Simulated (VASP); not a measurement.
# MgI2 (P-3m1) in VASP: a series of runs

Runs on MgI2. Level: PBE. Tasks: density of states, electric field gradients.

Everything below comes from runs of VASP 6.6.1. Logs are shortened: lines on timing, memory, paths and dates and some standing lists are left out, and cuts for length are marked.

## Step 1: The crystal as given

It takes space group P-3m1 (No. 164, trigonal). The conventional cell has a = 4.154 Å, b = 4.154 Å, c = 6.862 Å, α = 90.00°, β = 90.00°, γ = 120.00°. Mg (site symmetry -3m) is surrounded by 6 I at 2.92 Å. I (site symmetry 3m) has 3 Mg at 2.92 Å as nearest neighbours.

## Step 2: Density of states, PBE

POSCAR

```
MgI2
1.0
    4.1537001214      0.0000000000      0.0000000000
   -2.0768500607      3.5972098248      0.0000000000
    0.0000000000      0.0000000000      6.8620000000
Mg I
1 2
Direct
    0.0000000000      0.0000000000      0.0000000000
    0.3333333333      0.6666666667      0.7576300000
    0.6666666667      0.3333333333      0.2423700000
```

INCAR.step1

```
SYSTEM = MgI2
PREC = Accurate
ENCUT = 520
EDIFF = 1E-6
ISMEAR = -1
SIGMA = 0.01
LREAL = .FALSE.
LASPH = .TRUE.
NELM = 100
ALGO = Normal
ISIF = 2
LWAVE = .FALSE.
LCHARG = .TRUE.
GGA = PE
NBANDS = 15
```

KPOINTS.step1

```
regular mesh
0
G
  7 7 4
  0 0 0
```

INCAR.step2

```
SYSTEM = MgI2
PREC = Accurate
ENCUT = 520
EDIFF = 1E-6
ISMEAR = -5
SIGMA = 0.01
LREAL = .FALSE.
LASPH = .TRUE.
NELM = 100
ALGO = Normal
ISIF = 2
LWAVE = .FALSE.
LCHARG = .FALSE.
GGA = PE
LORBIT = 10
NEDOS = 1001
ICHARG = 11
```

KPOINTS.step2

```
regular mesh
0
G
  11 11 6
  0 0 0
```

Potentials or basis: VASP PAW PBE potentials, release 64 (Mg, I).

On the command line:

```console
$ cat potpaw_PBE.64/Mg/POTCAR potpaw_PBE.64/I/POTCAR > POTCAR
$ cp INCAR.step1 INCAR
$ cp KPOINTS.step1 KPOINTS
$ mpirun -np 1 vasp_std > vasp.out
$ cp INCAR.step2 INCAR
$ cp KPOINTS.step2 KPOINTS
$ mpirun -np 1 vasp_std > vasp.out
```

OUTCAR:

```text
SYSTEM = MgI2
   PREC = Accurate
   ENCUT = 520
   EDIFF = 1E-6
   ISMEAR = -5
   LREAL = .FALSE.
   LASPH = .TRUE.
   NELM = 100
   ISIF = 2
   GGA = PE
   LORBIT = 10
   ICHARG = 11

 ion  position               nearest neighbor table
   1  0.000  0.000  0.000-   2 2.92   3 2.92   2 2.92   3 2.92   3 2.92   2 2.92
   2  0.333  0.667  0.758-   1 2.92   1 2.92   1 2.92
   3  0.667  0.333  0.242-   1 2.92   1 2.92   1 2.92

  LATTYP: Found a hexagonal cell.
 ALAT       =     4.1537001214
 C/A-ratio  =     1.6520210413

  Lattice vectors:

 A1 = (   4.1537001214,   0.0000000000,   0.0000000000)
 A2 = (  -2.0768500607,   3.5972098248,   0.0000000000)
 A3 = (   0.0000000000,   0.0000000000,   6.8620000000)

Analysis of symmetry for initial positions (statically):
=====================================================================
 Subroutine PRICEL returns:
 Original cell was already a primitive cell.

 Routine SETGRP: Setting up the symmetry group for a
 hexagonal supercell.

 Subroutine GETGRP returns: Found 12 space group operations
 (whereof 12 operations were pure point group operations)
 out of a pool of 24 trial point group operations.

The static configuration has the point symmetry D_3d.

Analysis of symmetry for dynamics (positions and initial velocities):
=====================================================================
 Subroutine PRICEL returns:
 Original cell was already a primitive cell.

 Routine SETGRP: Setting up the symmetry group for a
 hexagonal supercell.

 Subroutine GETGRP returns: Found 12 space group operations
 (whereof 12 operations were pure point group operations)
 out of a pool of 24 trial point group operations.

The dynamic configuration has the point symmetry D_3d.

 Subroutine INISYM returns: Found 12 space group operations
 (whereof 12 operations are pure point group operations),
 and found     1 'primitive' translations

----------------------------------------------------------------------------------------

                                     Primitive cell

  volume of cell :     102.5302

  direct lattice vectors                    reciprocal lattice vectors
     4.153700121  0.000000000  0.000000000     0.240749205  0.138996618  0.000000000
    -2.076850061  3.597209825  0.000000000     0.000000000  0.277993236  0.000000000
     0.000000000  0.000000000  6.862000000     0.000000000  0.000000000  0.145730108

  length of vectors
     4.153700121  4.153700121  6.862000000     0.277993236  0.277993236  0.145730108

  position of ions in fractional coordinates (direct lattice)
     0.000000000  0.000000000  0.000000000
     0.333333333  0.666666667  0.757630000
     0.666666667  0.333333333  0.242370000

  ion indices of the primitive-cell ions
   primitive index   ion index
                 1           1
                 2           2
                 3           3

----------------------------------------------------------------------------------------

 KPOINTS: regular mesh

Automatic generation of k-mesh.
 Grid dimensions read from file:
 generate k-points for:   11   11    6

 Generating k-lattice:

  Cartesian coordinates                     Fractional coordinates (reciprocal lattice)
     0.021886291  0.012636056  0.000000000     0.090909091 -0.000000000  0.000000000
     0.000000000  0.025272112  0.000000000     0.000000000  0.090909091  0.000000000
     0.000000000  0.000000000  0.024288351     0.000000000  0.000000000  0.166666667

  Length of vectors
     0.025272112  0.025272112  0.024288351

  Shift w.r.t. Gamma in fractional coordinates (k-lattice)
     0.000000000  0.000000000  0.000000000

 TETIRR: Found   1047 inequivalent tetrahedra from     4356

 Subroutine IBZKPT returns following result:
 ===========================================

 Found     84 irreducible k-points:

 Following reciprocal coordinates:
            Coordinates               Weight
  0.000000  0.000000  0.000000      1.000000
  0.090909 -0.000000  0.000000      6.000000
  0.181818  0.000000  0.000000      6.000000
  0.272727  0.000000  0.000000      6.000000
  0.363636 -0.000000  0.000000      6.000000
  0.454545 -0.000000  0.000000      6.000000
[... 16 lines left out ...]
  0.000000  0.272727  0.166667      6.000000
  0.363636 -0.000000  0.166667      6.000000
 [... further k-points ...]
   k-points           NKPTS =     84   k-points in BZ     NKDIM =     84   number of bands    NBANDS=     12
   number of dos      NEDOS =   1001   number of ions     NIONS =      3
   total plane-waves  NPLWV =  55296
   dimension x,y,z NGX =    32 NGY =   32 NGZ =   54
   dimension x,y,z NGXF=    64 NGYF=   64 NGZF=  108
   ions per type =               1   2
   NGX,Y,Z   is equivalent  to a cutoff of  12.81, 12.81, 13.08 a.u.
   NGXF,Y,Z  is equivalent  to a cutoff of  25.62, 25.62, 26.17 a.u.
 SYSTEM =  MgI2
   PREC   = accura    normal or accurate (medium, high low for compatibility)
   ISTART =      0    job   : 0-new  1-cont  2-samecut
   ICHARG =     11    charge: 1-file 2-atom 10-const
   ISPIN  =      1    spin polarized calculation?
   LNONCOLLINEAR =      F non collinear calculations
   LSORBIT =      F    spin-orbit coupling
   LASPH  =      T    aspherical Exc in radial PAW
   ENCUT  =  520.0 eV  38.22 Ry    6.18 a.u.   7.72  7.72 12.76*2*pi/ulx,y,z
   NELM   =    100;   NELMIN=  2; NELMDL=  0     # of ELM steps
   EDIFF  = 0.1E-05   stopping-criterion for ELM
   LREAL  =      F    real-space projection
   EDIFFG = 0.1E-04   stopping-criterion for IOM
   NSW    =      0    number of steps for IOM
   IBRION =     -1    ionic relax: 0-MD 1-quasi-New 2-CG
   NFREE  =      0    steps in history (QN), initial steepest desc. (CG)
   ISIF   =      2    stress and relaxation
   ISYM   =      2    0-nonsym 1-usesym 2-fastsym
   POTIM  = 0.5000    time-step for ionic-motion
   TEBEG  =    0.0;   TEEND  =   0.0 temperature during run
   PSTRESS=    0.0 pullay stress
   NELECT =      16.0000    total number of electrons
   NUPDOWN=      -1.0000    fix difference up-down
   EMIN   =  10.00;   EMAX   =-10.00  energy-range for DOS
   EFERMI =   0.00;   METHOD = LEGACY
   ISMEAR =    -5;   SIGMA  =   0.01  broadening in eV -4-tet -1-fermi 0-gaus
   EFERMI_NEDOS =   21; number of points for ismear=-14 and -15
   IALGO  =     38    algorithm
   IMIX   =      4    mixing-type and parameters
     AMIX     =   0.40;   BMIX     =  1.00
     AMIX_MAG =   1.60;   BMIX_MAG =  1.00
  volume/ion in A,a.u.               =      34.18       230.64
  Fermi-wavevector in a.u.,A,eV,Ry     =   0.881382  1.665571 10.569477  0.776835
  Thomas-Fermi vector in A             =   2.001871
   LORBIT       =     10    0 simple, 1 ext, 2 COOP (PROOUT), +10 PAW based schemes
   GGA     = PE    functional components
   LHFCALC =     F    Hartree Fock is set to
   AEXX    =    0.0000 exact exchange contribution
   IVDW    =     0    specifies the selected vdW correction
   LEPSILON=     F    determine dielectric tensor
   LRPA    =     F    only Hartree local field effects (RPA)
 non-spin polarized calculation
 Fermi weights with tetrahedron method with Bloechl corrections
  energy-cutoff  :      520.00
  volume of cell :      102.53
 maximum number of plane-waves:      2798
 NGX is ok and might be reduce to    32

 number of electron      16.0000001 magnetization

 Free energy of the ion-electron system (eV)
  ---------------------------------------------------
  ext. energy  EPLUGINS =         0.00000000
  ---------------------------------------------------
  free energy    TOTEN  =        -7.69638272 eV

  energy without entropy =       -7.69638272  energy(sigma->0) =       -7.69638272

 E-fermi :   2.3468     XC(G=0):  -8.2138

 val. band max:        2.3265394971   @ k =   0.0000   0.0000   0.0000
 cond. band min:       5.8041024318   @ k =   0.4545  -0.0000   0.3333
 fundamental gap:      3.4775629347
 Fermi energy:         2.3467567076

 k-point     1 :       0.0000    0.0000    0.0000
  band No.  band energies     occupation
      1      -9.7691      2.00000
      2      -9.0526      2.00000
      3      -1.2270      2.00000
      4       1.8502      2.00000
      5       1.8502      2.00000
      6       2.2342      2.00000
      7       2.2342      2.00000
      8       2.3265      2.00000
      9       6.0133      0.00000
     10       7.0755      0.00000
     11       8.9960      0.00000
     12       8.9961      0.00000

 k-point     2 :       0.0909   -0.0000    0.0000
  band No.  band energies     occupation
      1      -9.7256      2.00000
      2      -9.0299      2.00000
      3      -1.1666      2.00000
      4       1.4981      2.00000
      5       1.7377      2.00000
      6       1.9168      2.00000
      7       2.2275      2.00000
      8       2.2996      2.00000
      9       6.3848      0.00000
     10       7.4179      0.00000
     11       8.5831      0.00000
     12       9.1327      0.00000

 k-point     3 :       0.1818    0.0000    0.0000
  band No.  band energies     occupation
      1      -9.6023      2.00000
      2      -8.9698      2.00000
      3      -1.0006      2.00000
      4       0.7240      2.00000
      5       1.2679      2.00000
      6       1.4959      2.00000
      7       2.1647      2.00000
      8       2.2036      2.00000
      9       6.9353      0.00000
     10       7.7001      0.00000
     11       8.5991      0.00000
     12       9.4019      0.00000

 k-point     4 :       0.2727    0.0000    0.0000
  band No.  band energies     occupation
      1      -9.4224      2.00000
      2      -8.8967      2.00000
      3      -0.8166      2.00000
      4      -0.0262      2.00000
      5       0.6340      2.00000
      6       1.2410      2.00000
      7       2.0172      2.00000
      8       2.0494      2.00000
      9       6.6749      0.00000
     10       7.7983      0.00000
     11       8.5558      0.00000
     12       9.4680      0.00000

 k-point     5 :       0.3636   -0.0000    0.0000
  band No.  band energies     occupation
      1      -9.2262      2.00000
      2      -8.8450      2.00000
      3      -0.9717      2.00000
      4      -0.3428      2.00000
      5       0.3012      2.00000
      6       1.0410      2.00000
      7       1.7390      2.00000
      8       1.9341      2.00000
      9       6.2268      0.00000
     10       7.7468      0.00000
     11       8.1085      0.00000
     12       9.3568      0.00000
[... 228 lines left out ...]
      1      -9.5751      2.00000
      2      -9.0061      2.00000
      3      -0.8790      2.00000
      4       0.6727      2.00000
      5       1.2477      2.00000
      6       1.5186      2.00000
      7       2.0826      2.00000
      8       2.1362      2.00000
      9       7.0618      0.00000
     10       7.7097      0.00000
     11       8.5646      0.00000
     12       9.2871      0.00000

 k-point    22 :       0.2727    0.0000    0.1667
  band No.  band energies     occupation
      1      -9.3996      2.00000
      2      -8.9249      2.00000
      3      -0.8562      2.00000
      4       0.1880      2.00000
      5       0.5440      2.00000
      6       1.2748      2.00000
      7       1.9249      2.00000
      8       2.0005      2.00000
      9       6.4755      0.00000
     10       7.9352      0.00000
     11       8.8008      0.00000
     12       9.6552      0.00000

 k-point    23 :       0.0000    0.2727    0.1667
  band No.  band energies     occupation
      1      -9.3982      2.00000
      2      -8.9268      2.00000
      3      -0.7134      2.00000
      4      -0.1454      2.00000
      5       0.6979      2.00000
      6       1.2687      2.00000
      7       1.9707      2.00000
      8       2.0107      2.00000
      9       6.7758      0.00000
     10       7.6157      0.00000
     11       8.6708      0.00000
     12       9.2136      0.00000

 k-point    24 :       0.3636   -0.0000    0.1667
  band No.  band energies     occupation
      1      -9.2094      2.00000
      2      -8.8639      2.00000
      3      -1.0871      2.00000
      4      -0.2398      2.00000
      5       0.3817      2.00000
      6       1.0757      2.00000
      7       1.7232      2.00000
      8       1.8818      2.00000
      9       6.0712      0.00000
     10       7.6931      0.00000
     11       8.4331      0.00000
     12       9.5424      0.00000

 [... further k-points ...]
[... 5 lines left out ...]
  --------------------------------------------------------------------------------------
  -------------------------------------------------------------------------------------
  Total        0.7111611      0.7111611      0.8892063      0.0000000      0.0000000      0.0000000
  in kB       11.1128891     11.1128891     13.8950947      0.0000000      0.0000000      0.0000000
  external PRESSURE =      12.0402910 kB  Pullay stress =       0.0000000 kB

 VOLUME and BASIS-vectors are now :
 -----------------------------------------------------------------------------
  energy-cutoff  :      520.00
  volume of cell :      102.53
      direct lattice vectors                 reciprocal lattice vectors
     4.153700121  0.000000000  0.000000000     0.240749205  0.138996618  0.000000000
    -2.076850061  3.597209825  0.000000000     0.000000000  0.277993236  0.000000000
     0.000000000  0.000000000  6.862000000     0.000000000  0.000000000  0.145730108

 POSITION                                       TOTAL-FORCE (eV/Angst)
 -----------------------------------------------------------------------------------
      0.00000      0.00000      0.00000         0.000000      0.000000     -0.000000
     -0.00000      2.39814      5.19886        -0.000000     -0.000000     -0.028997
      2.07685      1.19907      1.66314        -0.000000      0.000000      0.028997
 -----------------------------------------------------------------------------------
    total drift:                               -0.000000      0.000000     -0.000000

  FREE ENERGIE OF THE ION-ELECTRON SYSTEM (eV)
  ---------------------------------------------------
  free  energy   TOTEN  =        -7.6963827248 eV

  energy  without entropy=       -7.6963827248  energy(sigma->0) =       -7.69638272

 total charge

# of ion       s       p       d       tot
------------------------------------------
    1        0.139   0.113   0.028   0.280
    2        1.506   2.826   0.013   4.345
    3        1.506   2.826   0.013   4.345
--------------------------------------------------
tot          3.152   5.764   0.054   8.970
```

Run time: 50 s. Hardware: 1 thread of AMD EPYC 9R45 (Zen 5), shared host; peak memory 0.25 GiB.

What came out:

| Item | Value |
| --- | --- |
| Valence electrons inside the program's atomic spheres | Mg 0.28; I 4.34 |

States per cell in windows of 1 eV (zero at the valence-band top; states under -8 eV left out):
```
from (eV)  total  I2_p  I3_p  Mg1_s  Mg1_p  I2_d  I3_d
     -8.0   0.00  0.00  0.00   0.00   0.00  0.00  0.00
     -7.0   0.00  0.00  0.00   0.00   0.00  0.00  0.00
     -6.0   0.00  0.00  0.00   0.00   0.00  0.00  0.00
     -5.0   0.00  0.00  0.00   0.00   0.00  0.00  0.00
     -4.0   1.99  0.34  0.34   0.11   0.00  0.00  0.00
     -3.0   2.16  0.44  0.44   0.01   0.03  0.00  0.00
     -2.0   3.46  0.82  0.82   0.01   0.05  0.00  0.00
     -1.0   4.40  1.23  1.23   0.00   0.02  0.00  0.00
      0.0   0.00  0.00  0.00   0.00   0.00  0.00  0.00
      1.0   0.00  0.00  0.00   0.00   0.00  0.00  0.00
      2.0   0.00  0.00  0.00   0.00   0.00  0.00  0.00
      3.0   0.50  0.03  0.03   0.09   0.00  0.02  0.02
      4.0   1.52  0.11  0.11   0.26   0.01  0.04  0.04
      5.0   1.90  0.05  0.05   0.01   0.08  0.08  0.08
      6.0   3.52  0.12  0.12   0.02   0.20  0.19  0.19
      7.0   0.56  0.02  0.02   0.00   0.04  0.03  0.03
```

Caveat: this functional lacks dispersion, which binds the layers, so the pressure and a relaxed spacing across them are unreliable.

## Step 3: Electric field gradients, PBE

INCAR

```
SYSTEM = MgI2
PREC = Accurate
ENCUT = 520
EDIFF = 1E-8
ISMEAR = -1
SIGMA = 0.01
LREAL = .FALSE.
LASPH = .TRUE.
NELM = 100
ALGO = Normal
ISIF = 2
LWAVE = .FALSE.
LCHARG = .FALSE.
GGA = PE
LEFG = .TRUE.
NBANDS = 15
```

KPOINTS

```
regular mesh
0
G
  7 7 4
  0 0 0
```

POSCAR is that of step 2.

Potentials or basis: VASP PAW PBE potentials, release 64 (Mg, I).

On the command line:

```console
$ cat potpaw_PBE.64/Mg/POTCAR potpaw_PBE.64/I/POTCAR > POTCAR
$ mpirun -np 1 vasp_std > vasp.out
```

OUTCAR:

```text
SYSTEM = MgI2
   PREC = Accurate
   ENCUT = 520
   EDIFF = 1E-8
   ISMEAR = -1
   LREAL = .FALSE.
   LASPH = .TRUE.
   NELM = 100
   ISIF = 2
   GGA = PE

 ion  position               nearest neighbor table
   1  0.000  0.000  0.000-   2 2.92   3 2.92   2 2.92   3 2.92   3 2.92   2 2.92
   2  0.333  0.667  0.758-   1 2.92   1 2.92   1 2.92
   3  0.667  0.333  0.242-   1 2.92   1 2.92   1 2.92

  LATTYP: Found a hexagonal cell.
 ALAT       =     4.1537001214
 C/A-ratio  =     1.6520210413

  Lattice vectors:

[... 652 lines left out ...]

  energy  without entropy=       -7.6963101583  energy(sigma->0) =       -7.69631016

 Electric field gradients (V/A^2)
---------------------------------------------------------------------
 ion       V_xx      V_yy      V_zz      V_xy      V_xz      V_yz
---------------------------------------------------------------------
   1      -0.128    -0.128     0.256    -0.000    -0.000     0.000
   2      24.477    24.477   -48.954    -0.000     0.000    -0.000
   3      24.477    24.477   -48.954    -0.000     0.000    -0.000
---------------------------------------------------------------------

 Electric field gradients after diagonalization (V/A^2)
 (convention: |V_zz| > |V_xx| > |V_yy|)
----------------------------------------------------------------------
 ion       V_xx      V_yy      V_zz     asymmetry (V_yy - V_xx)/ V_zz
----------------------------------------------------------------------
   1      -0.128    -0.128     0.256       0.000
   2      24.477    24.477   -48.954       0.000
   3      24.477    24.477   -48.954       0.000
----------------------------------------------------------------------

           NMR quadrupolar parameters

 Cq : quadrupolar parameter    Cq=e*Q*V_zz/h
 eta: asymmetry parameters     (V_yy - V_xx)/ V_zz
 Q  : nuclear electric quadrupole moment in mb (millibarn)
----------------------------------------------------------------------
 ion       Cq(MHz)       eta       Q (mb)
----------------------------------------------------------------------
   1       0.001       0.000       1.000
   2      -0.118       0.000       1.000
   3      -0.118       0.000       1.000
----------------------------------------------------------------------
```

stdout:

```text
POSCAR found type information on POSCAR MgI
 POSCAR found :  2 types and       3 ions
 scaLAPACK will be used
 LDA part: xc-table for (Slater+PW92), standard interpolation
 POSCAR, INCAR and KPOINTS ok, starting setup
 FFT: planning ... GRIDC
 FFT: planning ... GRID_SOFT
 FFT: planning ... GRID
 WAVECAR not read
 entering main loop
ion   1

ion   2

ion   3
```

Run time: 30 s. Hardware: 1 thread of AMD EPYC 9R45 (Zen 5), shared host; peak memory 0.21 GiB.

Results:

| Item | Value |
| --- | --- |
| Free energy | -7.6963 eV |
| Pressure | 1.2 GPa |
| Largest force | 0.029 eV/Å |
| Band gap on the k mesh | 3.52 eV, indirect (least direct gap 3.69 eV) |

Forces on the atoms (eV/Å):
```
Mg   0.000  0.000  0.000
I    0.000  0.000 -0.029
I    0.000  0.000  0.029
```

Electric field gradients, principal values (V/Å²):
| atom | Vxx | Vyy | Vzz |
| --- | --- | --- | --- |
| 1 Mg | -0.128 | -0.128 | 0.256 |
| 2 I | 24.477 | 24.477 | -48.954 |
| 3 I | 24.477 | 24.477 | -48.954 |

Caveat: spin-orbit coupling is left out, which moves the levels of the heavy elements; an odd mesh through Γ misses points on the zone boundary, where band edges often lie; this functional lacks dispersion, which binds the layers, so the pressure and a relaxed spacing across them are unreliable.
